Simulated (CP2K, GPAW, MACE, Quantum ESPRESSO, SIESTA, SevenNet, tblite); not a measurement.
**Hcp Mg, size series (64 atoms): one structure in several programs**

Wanted: errors and costs of other methods on hcp Mg, size series (64 atoms). A plane-wave run serves as the reference.

Program: Quantum ESPRESSO 7.5. Level of theory: Kohn-Sham DFT, PBE, SSSP efficiency 1.3.0 pseudopotentials, plane waves. Results are calculated unless marked as measured.

## Step 1: Set-up

The cell holds 64 atoms: 64 Mg. Cell: a = 12.836 Å, b = 12.836 Å, c = 10.422 Å, α = 90.0°, β = 90.0°, γ = 120.0°. It derives from Mg (hcp), repeated 4×4×2. Hcp Mg (a = 3.209 Å, c = 5.211 Å), 4 x 4 x 2 conventional cells; every coordinate displaced by a Gaussian of 0.05 Å. Then every atom was moved at random, 0.03 Å r.m.s. a Cartesian component.

## Step 2: Plane-wave reference

File pw.in:

```
&control
  calculation = 'scf'
  pseudo_dir = './pseudo'
  outdir = './tmp'
  disk_io = 'none'
  tprnfor = .true.
  tstress = .true.
/
&system
  ibrav = 0
  nat = 64
  ntyp = 1
  ecutwfc = 45
  ecutrho = 360
  nosym = .true.
  occupations = 'smearing'
  smearing = 'fd'
  degauss = 0.003675
/
&electrons
  conv_thr = 3.2e-07
  electron_maxstep = 100
  mixing_beta = 0.2
  mixing_mode = 'local-TF'
  diagonalization = 'david'
/
ATOMIC_SPECIES
Mg 24.305 Mg.upf
CELL_PARAMETERS angstrom
12.83600 0.00000 0.00000
-6.41800 11.11630 0.00000
0.00000 0.00000 10.42200
ATOMIC_POSITIONS crystal
Mg 0.99358 0.99469 0.00744
Mg 0.07676 0.16214 0.24844
Mg 0.99879 0.99553 0.50321
Mg 0.08460 0.15770 0.75997
Mg 0.99644 0.25298 0.00524
Mg 0.08289 0.41733 0.24353
Mg 0.00141 0.24869 0.48777
Mg 0.08352 0.40908 0.73515
Mg 0.99842 0.49420 0.99023
Mg 0.07127 0.65780 0.24912
Mg 0.00247 0.50274 0.50154
Mg 0.08215 0.66023 0.75733
[... 48 atom lines left out ...]
Mg 0.74524 0.74834 0.01365
Mg 0.83735 0.91411 0.24206
Mg 0.75148 0.75449 0.50507
Mg 0.83036 0.91672 0.74691
K_POINTS gamma
```

Run with:

```
$ OMP_NUM_THREADS=1 mpirun -np 4 pw.x -in pw.in > output.txt
```

What it wrote:

```text
Program PWSCF
     gamma-point specific algorithms are used
     Parallelization info
     sticks:   dense  smooth     PW     G-vecs:    dense   smooth      PW
     Min        3649    1820    452               289370   102295   12804
     Max        3650    1824    454               289374   102296   12807
     Sum       14599    7291   1813              1157489   409183   51223
     bravais-lattice index     =            0
     lattice parameter (alat)  =      24.2565  a.u.
     unit-cell volume          =   10035.4682 (a.u.)^3
     number of atoms/cell      =           64
     number of atomic types    =            1
     number of electrons       =       128.00
     number of Kohn-Sham states=           77
     kinetic-energy cutoff     =      45.0000  Ry
[... lines left out ...]
     scf convergence threshold =      3.2E-07
[... lines left out ...]
     number of k points=     1  Fermi-Dirac smearing, width (Ry)=  0.0037
[... lines left out ...]
     total energy              =   -2151.48729275 Ry
[... lines left out ...]
     total energy              =   -2151.47028454 Ry
[... lines left out ...]
     total energy              =   -2151.47610359 Ry
[... lines left out ...]
     total energy              =   -2151.48341147 Ry
[... lines left out ...]
     total energy              =   -2151.48341178 Ry
[... lines left out ...]
    -1.9590  -0.9053  -0.8750  -0.8486  -0.8185  -0.8074  -0.7907  -0.7686
    -0.7505  -0.7450  -0.7168  -0.7129  -0.6295   0.1804   0.2022   0.2227
[...]
3.0198   3.0283   3.0350   3.0804   3.0867   3.0897   3.1007   3.1069
     3.1307   3.3371   3.3759   3.4099   3.4392   3.4548   3.4822   4.4595
     4.4781   4.4958   4.5156   4.5454   4.5818
     the Fermi energy is     3.1855 ev
!    total energy              =   -2151.48341211 Ry
     total all-electron energy =    -25642.952770 Ry
     estimated scf accuracy    <       0.00000008 Ry
     smearing contrib. (-TS)   =      -0.02702154 Ry
     internal energy E=F+TS    =   -2151.45639058 Ry
     The total energy is F=E-TS. E is the sum of the following terms:
     one-electron contribution =      89.83117492 Ry
     hartree contribution      =       0.36083238 Ry
     xc contribution           =    -101.79144664 Ry
     ewald contribution        =    -136.88573466 Ry
     one-center paw contrib.   =   -2002.97121659 Ry
     convergence has been achieved in  13 iterations
     Forces acting on atoms (cartesian axes, Ry/au):
     atom    1 type  1   force =     0.00415962    0.00155905   -0.01327704
     atom    2 type  1   force =     0.00075851    0.00252773    0.00011147
     atom    3 type  1   force =     0.00204558    0.00196469   -0.00364147
[...]
atom   63 type  1   force =     0.00058782   -0.00789106   -0.01310859
     atom   64 type  1   force =     0.00776238   -0.00098465    0.01145824
     Total force =     0.095970     Total SCF correction =     0.000179
     Computing stress (Cartesian axis) and pressure
          total   stress  (Ry/bohr**3)                   (kbar)     P=       -4.93
  -0.00000913   0.00000017   0.00000152           -1.34        0.03        0.22
   0.00000017  -0.00000890  -0.00000248            0.03       -1.31       -0.37
   0.00000152  -0.00000248  -0.00008256            0.22       -0.37      -12.14
     Message from routine punch:
     Nothing written, as per user request (disk_io='none')
```

Elapsed: 46 s, on 4 MPI ranks of Arm Neoverse V2, shared host; peak memory 2.5 GiB.

Banners, paths, timers and routine set-up lines are dropped from the logs unmarked, and long logs keep their key lines alone; longer cuts are marked.

Numbers from this run:

* r.m.s. force component: 0.1781 eV/Å
* longest force: 0.7395 eV/Å
* pressure: -0.493 GPa

## Step 3: The other programs

The programs:
- CP2K 2026.2: Gaussian basis with GTH pseudopotentials and a plane-wave density; labels give functional, basis (MOLOPT sets; SR short-range, UZH the newer set with its own potentials), grid cutoff/relative cutoff and solver (OT: orbital transformation; TRS4, TC2, SIGN: linear-scaling purification with its sparsity filter), or its built-in tight binding.
- GPAW 26.7.0: PAW with atomic orbitals (LCAO), plane waves or a real-space grid of spacing h.
- MACE: machine-learned potential, published weights.
- SIESTA 5.4.2: numerical atomic orbitals, whose automatically made sets are far from complete, with PseudoDojo norm-conserving potentials that we converted to its format (checked against plane waves on the same files for H, C, O, Si, Ge and Ca alone); labels give functional, basis size, energy shift and mesh cutoff.
- SevenNet: machine-learned potential, published weights.
- tblite 0.8.0: extended tight binding, driven from Python.

All use the same cell and atoms; the electronic-structure runs use the same k-mesh, and an electronic temperature of 580 K (0.05 eV) where levels are smeared.

Differences are against the plane-wave reference, forces as r.m.s. over components; share is that over the reference's r.m.s. force, slope the least-squares factor from reference forces to these. Total energies of different programs have different zeros and aren't compared.

```tsv
run	Δ force, r.m.s. (meV/Å)	share (%)	slope	Δ pressure (GPa)	cores	CPU time	memory (GiB)
reference	-	-	-	-	4	3 min	2.5
CP2K PBE, DZVP-UZH, 600/50 Ry, diagonalisation (coarse)	979	550	0.755	1.73	4	4.8 min	5.9
GPAW PBE, LCAO dzp, h 0.2 Å	15.1	8.47	1.076	-	1	8.2 min	1.5
GPAW PBE, LCAO dzp, h 0.2 Å, other mixer settings	15.1	8.47	1.076	-	1	8 min	1.6
GPAW PBE, LCAO dzp, h 0.25 Å (coarse)	15.5	8.73	1.077	-	1	4.2 min	0.87
GPAW PBE, LCAO sz(dzp), h 0.2 Å (coarse)	28.8	16.2	1.110	-	1	2.9 min	1.3
GPAW PBE, plane waves 450 eV	0.469	0.264	1.001	-0.801	2	8.4 min	1.4
MACE MP-0b2 small potential	58.1	32.6	0.709	0.126	1	7 s	0.34
MACE MPA-0 medium potential	43.6	24.5	0.812	-0.0421	1	7.5 s	0.75
SIESTA PBE, DZP, shift 0.01 Ry, mesh 500 Ry	105	59.2	1.579	0.835	2	2.7 min	1.4
SIESTA PBE, DZP, shift 0.02 Ry, mesh 500 Ry	58.0	32.6	1.296	-2.38	2	2.2 min	1.2
SIESTA PBE, TZP, shift 0.01 Ry, mesh 500 Ry	89.9	50.5	1.491	0.270	2	3.2 min	1.5
SevenNet 0 potential	54.5	30.6	0.723	0.216	1	7.2 s	0.61
tblite GFN1-xTB	125	70.3	0.730	22.2	1	2.2 s	0.12
```

Rows marked coarse were listed beforehand as settings not expected to be converged; some can still land near the reference.

Times of the machine-learned potentials are mostly Python's start and the loading of weights.

CPU time is summed over cores on a shared host, where runs went side by side, so it is rough. Symmetry, cutoffs, thresholds, outputs and thread counts weren't matched or tuned between programs; memory under MPI is the largest rank's times the ranks.

Within one program, basis, potentials and functional, energies share a zero. Each run against its twin at the usual cutoff or grid and solver:

```tsv
run	twin	Δ energy (meV/atom)	Δ force, r.m.s. (meV/Å)	CPU time over the twin's
GPAW PBE, LCAO dzp, h 0.2 Å, other mixer settings	LCAO dzp, h 0.2 Å	0	1.39	0.98
GPAW PBE, LCAO dzp, h 0.25 Å	LCAO dzp, h 0.2 Å	17.6	3.00	0.52
```

## Step 4: What came out

| Quantity | Value |
| --- | --- |
| reference r.m.s. force component | 0.178 eV/Å |
| nearest in forces | GPAW PBE, plane waves 450 eV, 0.26 % |
| farthest in forces | CP2K PBE, DZVP-UZH, 600/50 Ry, diagonalisation (coarse), 550 % |
| cheapest electronic-structure run beside the reference | tblite GFN1-xTB, 2.2 s of CPU time |

**Reading.** PBE on plane waves or a grid with other potentials, cutoffs or grids, coarse settings apart, differs from the reference by 0.26 % (GPAW PBE, plane waves 450 eV) of the r.m.s. force; this holds the reference's own error, so differences of a few per cent don't tell which side is nearer the exact PBE result. The PBE runs in local orbitals, coarse settings apart, differ by 8.5 % (GPAW PBE, LCAO dzp, h 0.2 Å) to 59 % (SIESTA PBE, DZP, shift 0.01 Ry, mesh 500 Ry); basis, grid and potentials can all enter. Tight binding differs by 70 % (tblite GFN1-xTB); it is another model, with fitted parameters of its own, and the xTB methods hold dispersion. Machine-learned potentials differ by 24 % (MACE MPA-0 medium potential) to 33 % (MACE MP-0b2 small potential); they were trained on other programs' data. Among those trained on PBE data the slope goes as low as 0.71. Runs with settings chosen to be coarse differ by 8.7 % (GPAW PBE, LCAO dzp, h 0.25 Å) to 550 % (CP2K PBE, DZVP-UZH, 600/50 Ry, diagonalisation), their programs' other errors included. One electronic-structure run takes under half the reference's CPU time: tblite GFN1-xTB, at 70 % in 2.2 s against 3 min, too far off to be of use; its pressure misses by +22.2 GPa. SIESTA PBE, DZP, shift 0.01 Ry, mesh 500 Ry stiffens the forces by a factor of 1.58 while following their directions (correlation 0.997); the slopes of the 3 SIESTA runs lie between 1.30 and 1.58. In pressure, SIESTA PBE, DZP, shift 0.02 Ry, mesh 500 Ry misses by -2.4 GPa, at the same functional. In the reference: levels near the Fermi energy are neither full nor empty under the smearing, so no gap is quoted. Periodic xTB results under one method name differ between programs and library versions. The potentials hold different valence shells: 128 electrons in the reference, 640 in SIESTA, 640 in GPAW and 640 in CP2K with DZVP-UZH; this bears on time and differences. The reference's pressure holds the uncorrected Pulay stress of its 45 Ry basis, so small pressure differences, and their order, may be the reference's own error. Machine-learned potentials mimic data converged in k, so the reference's own k-point error enters their differences. The electronic-structure runs sample only Γ, in a cell whose shortest periodic width is 10 Å, which is coarse for a cell with partly filled levels.

[Also dropped from logs without a mark: logging warnings of Python, and SIESTA's first energy breakdown and zero terms.]

[Logs are printed without paths, hosts, clocks, repeated set-up lines and the standing remarks that a program may print on its own settings, such as how far it seeks lower states.]

[Hosts, paths, dates, database ids (printed as entryN), source tags and the programs' standing remarks are cut or masked in the printed files.]
